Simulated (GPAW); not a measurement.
# NiO (Fm-3m) in GPAW: settings compared

One crystal, NiO, is run at these levels: M06-L, LDA, BLYP+D4, PBE; tasks: band structure, equation of state.

Everything below comes from runs of GPAW 26.7.0. Logs are shortened: lines on timing, memory, paths and dates and some standing lists are left out, and cuts for length are marked. The log counts tension as positive stress, the text compression.

**Experimental background.**

From “Local correlations, non-local screening, multiplets, and band formation in NiO”, 2012, arxiv:1210.6675, for a bulk crystal of NiO: band gap 4.3 eV.

The results are compared with them further down.

## (1) The crystal as given

It takes space group Fm-3m (No. 225, cubic). Conventional cell: a = 4.172 Å, b = 4.172 Å, c = 4.172 Å, α = 90.00°, β = 90.00°, γ = 90.00°. Around Ni (site symmetry m-3m) lie 6 O at 2.09 Å. O (site symmetry m-3m) has 6 Ni at 2.09 Å as nearest neighbours.

## (2) Band structure, M06-L, collinear spin, ferromagnetic start

File run.py:

```python
from ase.dft.bandgap import bandgap
from ase.io import read, write
from ase.units import GPa
from gpaw import GPAW, PW

atoms = read('POSCAR')
atoms.set_initial_magnetic_moments([1.0, 0.0])

calc = GPAW(mode=PW(800),
            xc='M06-L',
            kpts={'size': (8, 8, 8), 'gamma': True},
            occupations={'name': 'fermi-dirac', 'width': 0.05},
            nbands=22,
            convergence={'density': 1e-05, 'energy': 1e-05},
            maxiter=150,
            txt='gpaw.txt')
atoms.calc = calc
energy = atoms.get_potential_energy()
forces = atoms.get_forces()
stress = atoms.get_stress()
calc.write('gs.gpw')
write('result.traj', atoms)
print(f'Energy: {energy:.6f} eV')
print('Forces (eV/A):')
print(forces.round(4))
print('Stress (GPa):', (stress / GPa).round(3))
print('Moments:', calc.get_magnetic_moments().round(3))
print('Fermi level:', round(calc.get_fermi_level(), 4), 'eV')
print(f'Gap: {bandgap(calc)[0]:.4f} eV, direct: {bandgap(calc, direct=True)[0]:.4f} eV')

path = atoms.cell.bandpath('GXWKGLUWLK,UX', npoints=60, eps=1e-4)
bs_calc = calc.fixed_density(kpts=path, symmetry='off', nbands=31,
                             convergence={'bands': 'CBM+6.0', 'eigenstates': 1e-6}, txt='bands.txt')
bs = bs_calc.band_structure()
bs.write('bs.json')
print(f'Gap on the path: {bandgap(bs_calc)[0]:.4f} eV')
```

File POSCAR:

```
NiO
1.0
    0.0000000000      2.0859016414      2.0859016414
    2.0859016414      0.0000000000      2.0859016414
    2.0859016414      2.0859016414      0.0000000000
Ni O
1 1
Direct
    0.0000000000      0.0000000000      0.0000000000
    0.5000000000      0.5000000000      0.5000000000
```

Potentials or basis: GPAW PAW data sets (gpaw-data 1.2.1), pw.

On the command line:

```console
$ OMP_NUM_THREADS=1 python run.py
```

gpaw.txt:

```text
__  _  _
 | _ |_)|_||  |
 |__||  | ||/\| - 26.7.0

Input parameters:
  mode=PW(ecut=800.0),
  convergence={'density': 1e-05, 'energy': 1e-05},
  kpts=MonkhorstPack(size=(8, 8, 8), gamma=True),
  maxiter=150,
  nbands=22,
  occupations=Occupations(name='fermi-dirac', width=0.05),
  xc=XC(name='M06-L')

Diagonalizing LCAO Hamiltonian
Converting LCAO to pw mode

              O

       Ni

Atoms  # Å, Bohr magnetons
|   | symbol |        x |        y |        z |    initial magnetic moments |
|---|--------|----------|----------|----------|-----------------------------|
| 0 |     Ni | 0.000000 | 0.000000 | 0.000000 | ( 0.0000,  0.0000,  1.0000) |
| 1 |      O | 2.085902 | 2.085902 | 2.085902 | ( 0.0000,  0.0000,  0.0000) |

Unit cell  # Å
| periodic |        x |        y |        z |  lengths |    angles |
|----------|----------|----------|----------|----------|-----------|
|      yes | 0.000000 | 2.085902 | 2.085902 | 2.949910 | 60.000000 |
|      yes | 2.085902 | 0.000000 | 2.085902 | 2.949910 | 60.000000 |
|      yes | 2.085902 | 2.085902 | 0.000000 | 2.949910 | 60.000000 |

Number of symmetries: 48
Symmetry operations  # r_c * U_cc + t_c -> r_c
|    | kind |            matrix            |
|----|------|------------------------------|
|  0 |  σ   |  1, 0, 0,  1, 0,-1,  1,-1, 0 |
|  1 |  C2  |  1, 0, 0,  1,-1, 0,  1, 0,-1 |
|  2 |  E   |  1, 0, 0,  0, 1, 0,  0, 0, 1 |
|  3 |  σ   |  1, 0, 0,  0, 0, 1,  0, 1, 0 |
|  4 |  C4  |  1, 0,-1,  1, 0, 0,  1,-1, 0 |
|  5 |  S6  |  1, 0,-1,  1,-1, 0,  1, 0, 0 |
|  6 |  σ   |  1, 0,-1,  0, 1,-1,  0, 0,-1 |
|  7 |  C3  |  1, 0,-1,  0, 0,-1,  0, 1,-1 |
|  8 |  S6  |  1,-1, 0,  1, 0, 0,  1, 0,-1 |
|  9 |  C4  |  1,-1, 0,  1, 0,-1,  1, 0, 0 |
| 10 |  C3  |  1,-1, 0,  0,-1, 1,  0,-1, 0 |
| 11 |  σ   |  1,-1, 0,  0,-1, 0,  0,-1, 1 |
| 12 |  σ   |  0, 1, 0,  1, 0, 0,  0, 0, 1 |
| 13 |  C4  |  0, 1, 0,  0, 1,-1, -1, 1, 0 |
| 14 |  C3  |  0, 1, 0,  0, 0, 1,  1, 0, 0 |
| 15 |  S6  |  0, 1, 0, -1, 1, 0,  0, 1,-1 |
| 16 |  C2  |  0, 1,-1,  1, 0,-1,  0, 0,-1 |
| 17 |  σ   |  0, 1,-1,  0, 1, 0, -1, 1, 0 |
| 18 |  S4  |  0, 1,-1,  0, 0,-1,  1, 0,-1 |
| 19 |  C4  |  0, 1,-1, -1, 1, 0,  0, 1, 0 |
| 20 |  C3  |  0, 0, 1,  1, 0, 0,  0, 1, 0 |
| 21 |  σ   |  0, 0, 1,  0, 1, 0,  1, 0, 0 |
| 22 |  S6  |  0, 0, 1,  0,-1, 1, -1, 0, 1 |
| 23 |  C4  |  0, 0, 1, -1, 0, 1,  0,-1, 1 |
| 24 |  S4  |  0, 0,-1,  1, 0,-1,  0, 1,-1 |
| 25 |  C3  |  0, 0,-1,  0, 1,-1,  1, 0,-1 |
| 26 |  C2  |  0, 0,-1,  0,-1, 0, -1, 0, 0 |
| 27 |  S6  |  0, 0,-1, -1, 0, 0,  0,-1, 0 |
| 28 |  S4  |  0,-1, 1,  1,-1, 0,  0,-1, 0 |
| 29 |  C4  |  0,-1, 1,  0, 0, 1, -1, 0, 1 |
| 30 |  C2  |  0,-1, 1,  0,-1, 0,  1,-1, 0 |
| 31 |  σ   |  0,-1, 1, -1, 0, 1,  0, 0, 1 |
| 32 |  C3  |  0,-1, 0,  1,-1, 0,  0,-1, 1 |
| 33 |  S6  |  0,-1, 0,  0, 0,-1, -1, 0, 0 |
| 34 |  S4  |  0,-1, 0,  0,-1, 1,  1,-1, 0 |
| 35 |  C2  |  0,-1, 0, -1, 0, 0,  0, 0,-1 |
| 36 |  C2  | -1, 1, 0,  0, 1, 0,  0, 1,-1 |
[... 131 lines left out ...]
poisson solver:
  ecut: 6400.0  # eV

xc functional:
  name: M06-L with 2 nearest neighbor stencil

convergence criteria:
- Maximum integral of absolute [dens]ity change: 1e-05 electrons / valence electron
- Maximum [total energy] change in last 3 cyles: 1e-05 eV / valence electron
- Maximum integral of absolute [eigenst]ate change: 4e-08 eV^2 / valence electron
maximum number of iterations: 150

SCF iterations
|iter     | |      energy | eigst |  dens |  magmom |
|---------|-|-------------|-------|-------|---------|
|iter:   1| |  -58.623484 | +3.03 |       |  +1.0004|
|iter:   2| |   36.168651 | +2.10 | -0.42 |  +1.0148|
|iter:   3| |    6.124661 | +1.63 | -0.52 |  +0.0567|
|iter:   4| | -117.312680 | +1.92 | -0.24 |  +0.0316|
|iter:   5| |  -23.682890 | +0.32 | -0.30 |  +0.5618|
|iter:   6| |  -23.701034 | -1.26 | -0.63 |  +0.7979|
|iter:   7| |  -21.411233 | -1.42 | -0.70 |  +1.1785|
|iter:   8| |  -21.059325 | -2.23 | -0.83 |  +1.3135|
|iter:   9| |  -20.882490 | -2.99 | -0.89 |  +1.3556|
|iter:  10| |  -20.490388 | -2.26 | -0.92 |  +1.4256|
|iter:  11| |  -20.024925 | -1.74 | -0.99 |  +1.5616|
|iter:  12| |  -19.888681 | -1.58 | -1.13 |  +1.7177|
|iter:  13| |  -19.991045 | -1.37 | -1.39 |  +1.8551|
|iter:  14| |  -19.982799 | -2.10 | -1.69 |  +1.8830|
|iter:  15| |  -19.990845 | -2.56 | -1.95 |  +2.0102|
|iter:  16| |  -19.989497 | -2.50 | -2.44 |  +1.9972|
|iter:  17| |  -19.988845 | -3.90 | -2.82 |  +2.0025|
|iter:  18| |  -19.988779 | -4.07 | -3.38 |  +2.0000|
|iter:  19| |  -19.988795c| -5.17 | -3.69 |  +1.9984|
|iter:  20| |  -19.988797c| -6.11 | -4.01 |  +1.9982|
|iter:  21| |  -19.988800c| -6.12 | -4.27 |  +1.9983|
|iter:  22| |  -19.988799c| -6.29 | -4.74 |  +1.9982|
|iter:  23| |  -19.988798c| -7.46c| -4.91 |  +1.9982|
|iter:  24| |  -19.988798c| -7.94c| -5.38c|  +1.9982|

Converged in 24 steps
Energy contributions relative to reference atoms: (reference = -43408.850748)

Energy contributions:
  Kinetic:          45.101122
  Coulomb:         -38.650597
  Zero:              0.223265
  External:          0.000000
  Xc:              -26.662387
  Entropy:          -0.000403
  Spinorbit:         0.000000
  ----------------------------
  Free energy:     -19.989000
  Extrapolated:    -19.988798

dipole moment: (-8.351301, -8.351301, -8.351301)  # |e|*Ang

Total magnetic moment: (0.000000, 0.000000, 1.998187)

Local magnetic moments
|        x |        y |        z |
|----------|----------|----------|
| 0.000000 | 0.000000 | 1.697139 |  # Ni   0
| 0.000000 | 0.000000 | 0.234754 |  # O    1

Fermi level: 8.144
Eigenvalues  # (at kpt = [0.000, 0.000, 0.000])
| band index |      eig [eV] | occ [0-1] |      eig [eV] | occ [0-1] |
|------------|---------------|-----------|---------------|-----------|
|          0 |       -60.252 |     1.000 |       -56.916 |     1.000 |
|        ... |               |           |               |           |
|          3 |       -13.887 |     1.000 |       -13.253 |     1.000 |
|          4 |         4.248 |     1.000 |         5.630 |     1.000 |
|          5 |         4.248 |     1.000 |         5.631 |     1.000 |
|          6 |         4.674 |     1.000 |         5.631 |     1.000 |
|          7 |         4.674 |     1.000 |         6.098 |     1.000 |
|          8 |         4.674 |     1.000 |         6.098 |     1.000 |
[... 8 lines left out ...]
|         17 |        31.064 |     0.000 |        31.663 |     0.000 |
|         18 |        31.064 |     0.000 |        31.663 |     0.000 |
|        ... |               |           |               |           |
|         21 |        34.489 |     0.000 |        35.383 |     0.000 |

Gap: 0.266 eV
Transition (v -> c):
  (s=0, k=28, n=11, [0.50, 0.50, 0.50]) -> (s=1, k=0, n=10, [0.00, 0.00, 0.00])
Direct/indirect transitions are different
Direct gap: 1.151 eV
Transition at: (s=1, k=4, n=9, [0.25, 0.25, 0.00])

Forces  # eV/Ang
|       x |        y |        z |
|---------|----------|----------|
| 0.00000 | -0.00000 |  0.00000 |  # Ni   0
| 0.00000 | -0.00000 | -0.00000 |  # O    1

Stress tensor  # eV/Ang^3
|         x |         y |         z |
|-----------|-----------|-----------|
| -0.049288 | -0.000000 |  0.000000 |
| -0.000000 | -0.049288 |  0.000000 |
|  0.000000 |  0.000000 | -0.049288 |

# Writing to gs.gpw (mode='')
```

stdout:

```text
Energy: -19.988798 eV
Forces (eV/A):
[[ 0. -0.  0.]
 [ 0. -0. -0.]]
Stress (GPa): [-7.897 -7.897 -7.897  0.     0.    -0.   ]
Moments: [1.697 0.235]
Fermi level: 8.1444 eV
Gap: 0.2665 eV, direct: 1.1514 eV
Gap on the path: 0.2665 eV
```

bands.txt:

```text
Diagonalizing LCAO Hamiltonian
Converting LCAO to pw mode
convergence criteria:
- Maximum integral of absolute [eigenst]ate change: 1e-06 eV^2 / valence electron
maximum number of iterations: 150

SCF iterations
|iter     | |      energy | eigst |  dens |  magmom |
|---------|-|-------------|-------|-------|---------|
|iter:   1| |             | +0.10 |       |  +1.9982|
[... 65 lines left out ...]
         [0.39285714, 0.39285714, 0.71428571],
         [0.375     , 0.375     , 0.75      ],
         [0.625     , 0.25      , 0.625     ],
         [0.59375   , 0.1875    , 0.59375   ],
         [0.5625    , 0.125     , 0.5625    ],
         [0.53125   , 0.0625    , 0.53125   ],
         [0.5       , 0.        , 0.5       ]])),
  maxiter=150,
  nbands=31,
  occupations=Occupations(name='fermi-dirac', width=0.05),
  symmetry=Symmetry(point_group=False, time_reversal=False),
  xc=XC(name='M06-L')
```

Run time: 2.4 min. Hardware: 1 thread of AMD EPYC 7B13 (Zen 3), shared host; peak memory 0.35 GiB.

What came out:

```
Free energy             : -19.9890 eV
Pressure                : 7.9 GPa
Band gap on the k mesh  : 0.27 eV, indirect (least direct gap 1.15 eV)
Band gap along the path : 0.27 eV, indirect (least direct gap 1.14 eV)
Net moment              : 2.00 μB per cell
Site moments            : Ni +1.70; O +0.23 μB
```

Levels at the corners of the path, in eV from the valence-band top:
Spin up:
| point | band 10 | band 11 | band 12 | band 13 |
| --- | --- | --- | --- | --- |
| Γ | -3.10 | -3.10 | -3.10 | 1.32 |
| X | -2.90 | -2.35 | -2.35 | 6.70 |
| W | -2.49 | -2.35 | -1.63 | 9.13 |
| K | -2.38 | -2.18 | -1.55 | 8.36 |
| Γ | -3.10 | -3.10 | -3.10 | 1.32 |
| L | -2.00 | 0.00 | 0.00 | 5.34 |
| U | -2.38 | -2.18 | -1.55 | 8.36 |
| W | -2.49 | -2.35 | -1.63 | 9.13 |
| L | -2.00 | 0.00 | 0.00 | 5.34 |
| K | -2.38 | -2.18 | -1.55 | 8.36 |
| U | -2.38 | -2.18 | -1.55 | 8.36 |
| X | -2.90 | -2.35 | -2.35 | 6.70 |
Spin down:
```tsv
point	band 6	band 7	band 8	band 9	band 10	band 11	band 12	band 13
Γ	-2.35	-2.35	-1.88	-1.88	-1.88	0.27	0.27	1.71
X	-3.77	-3.77	-2.97	-0.74	-0.74	0.73	1.23	7.18
W	-5.86	-4.99	-1.06	-1.06	-0.74	1.12	1.87	9.80
K	-5.84	-4.22	-1.65	-0.88	-0.62	1.36	1.88	8.83
Γ	-2.35	-2.35	-1.88	-1.88	-1.88	0.27	0.27	1.71
L	-4.58	-4.58	-0.89	-0.89	-0.50	3.12	3.12	5.46
U	-5.84	-4.22	-1.65	-0.88	-0.62	1.36	1.88	8.83
W	-5.86	-4.99	-1.06	-1.06	-0.74	1.12	1.87	9.80
L	-4.58	-4.58	-0.89	-0.89	-0.50	3.12	3.12	5.46
K	-5.84	-4.22	-1.65	-0.88	-0.62	1.36	1.88	8.83
U	-5.84	-4.22	-1.65	-0.88	-0.62	1.36	1.88	8.83
X	-3.77	-3.77	-2.97	-0.74	-0.74	0.73	1.23	7.18
```

Caveat: the stock nickel data set gives pressures a few GPa off other programs; the PAW data sets were made with another functional, which shifts forces and pressure a little; a cell with one magnetic atom can't hold antiferromagnetic order, which such compounds often take.

(Part 1 of 3 ends here.)
